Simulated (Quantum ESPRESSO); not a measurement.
A calculation with Quantum ESPRESSO 7.5 of TaN (ASE script, structure from a P1 CIF):

The input run.py:

```python
import numpy as np
from ase.calculators.espresso import Espresso, EspressoProfile
from ase.io import read

atoms = read('TaN.cif')

input_data = {
    'control': {'calculation': 'scf', 'prefix': 'pwscf', 'outdir': './tmp', 'tprnfor': True, 'tstress': True, 'disk_io': 'nowf'},
    'system': {'ecutwfc': 60.0, 'ecutrho': 480.0, 'nbnd': 15, 'occupations': 'smearing', 'smearing': 'fd', 'degauss': 0.00367493},
    'electrons': {'conv_thr': 4e-10, 'electron_maxstep': 120, 'mixing_beta': 0.5},
}
pseudopotentials = {'Ta': 'Ta_pbe_v1.uspp.F.UPF', 'N': 'N.pbe-n-radius_5.UPF'}
profile = EspressoProfile(command='pw.x', pseudo_dir='pseudo')
dft = Espresso(profile=profile, input_data=input_data, pseudopotentials=pseudopotentials, kpts=(10, 10, 9), koffset=(0, 0, 0))
atoms.calc = dft

print(f'energy {atoms.get_potential_energy():.8f} eV')
print('forces (eV/A)')
print(np.round(atoms.get_forces(), 6))
print('stress (eV/A^3, Voigt)')
print(np.round(atoms.get_stress(), 8))
print(f'Fermi level {dft.get_fermi_level():.4f} eV')
```

TaN.cif

```cif
data_TaN
_cell_length_a 2.93800111
_cell_length_b 2.93800111
_cell_length_c 2.88300221
_cell_angle_alpha 90.00000000
_cell_angle_beta 90.00000000
_cell_angle_gamma 119.99999989
_space_group_name_H-M_alt 'P1'
_space_group_name_Hall 'P 1'
_space_group_IT_number 1
loop_
_space_group_symop_operation_xyz
'x,y,z'
loop_
_atom_site_label
_atom_site_type_symbol
_atom_site_symmetry_multiplicity
_atom_site_Wyckoff_symbol
_atom_site_fract_x
_atom_site_fract_y
_atom_site_fract_z
_atom_site_occupancy
Ta1 Ta 1 a 0.3333333333 0.6666666667 0.5000000000 1
N1 N 1 a 0.0000000000 0.0000000000 0.0000000000 1
```

Potentials or basis: SSSP 1.3 efficiency PBE.

The run is started by

```console
$ OMP_NUM_THREADS=1 python run.py
```

Write the same calculation in another form: native input, structure typed inline.

As run:

pw.in

```
&CONTROL
  calculation = 'scf'
  prefix = 'pwscf'
  outdir = './tmp'
  pseudo_dir = './pseudo'
  tprnfor = .true.
  tstress = .true.
  disk_io = 'low'
/
&SYSTEM
  ibrav = 0
  nat = 2
  ntyp = 2
  ecutwfc = 60
  ecutrho = 480
  nbnd = 15
  occupations = 'smearing'
  smearing = 'fd'
  degauss = 0.00367493
/
&ELECTRONS
  conv_thr = 4d-10
  electron_maxstep = 120
  mixing_beta = 0.5
/
ATOMIC_SPECIES
Ta   180.9479 Ta_pbe_v1.uspp.F.UPF
N     14.0070 N.pbe-n-radius_5.UPF
CELL_PARAMETERS angstrom
   2.9380011100    0.0000000000    0.0000000000
  -1.4690005500    2.5443836000    0.0000000000
   0.0000000000    0.0000000000    2.8830022100
ATOMIC_POSITIONS crystal
Ta     0.3333333333    0.6666666667    0.5000000000
N      0.0000000000    0.0000000000    0.0000000000
K_POINTS automatic
10 10 9 0 0 0
```

File pp_density.in:

```
&INPUTPP
  prefix = 'pwscf'
  outdir = './tmp'
  filplot = 'density.dat'
  plot_num = 0
/
&PLOT
  nfile = 1
  filepp(1) = 'density.dat'
  iflag = 3
  output_format = 6
  fileout = 'density.cube'
/
```

File pp_potential.in:

```
&INPUTPP
  prefix = 'pwscf'
  outdir = './tmp'
  filplot = 'potential.dat'
  plot_num = 11
/
&PLOT
  nfile = 1
  filepp(1) = 'potential.dat'
  iflag = 3
  output_format = 6
  fileout = 'potential.cube'
/
```

Potentials or basis: SSSP 1.3 efficiency PBE.

Run with:

```bash
$ OMP_NUM_THREADS=1 pw.x -in pw.in > pw.out
$ OMP_NUM_THREADS=1 pp.x -in pp_density.in > pp_density.out
$ OMP_NUM_THREADS=1 pp.x -in pp_potential.in > pp_potential.out
```

Both were run:

|  | ASE script, structure from a P1 CIF | native input, structure typed inline |
| --- | --- | --- |
| Pressure | 4.4 GPa | 4.4 GPa |
| Band gap on the k mesh | none (metal or under the smearing width) | none (metal or under the smearing width) |

Keys that steer only the numerical path or the files written may differ.
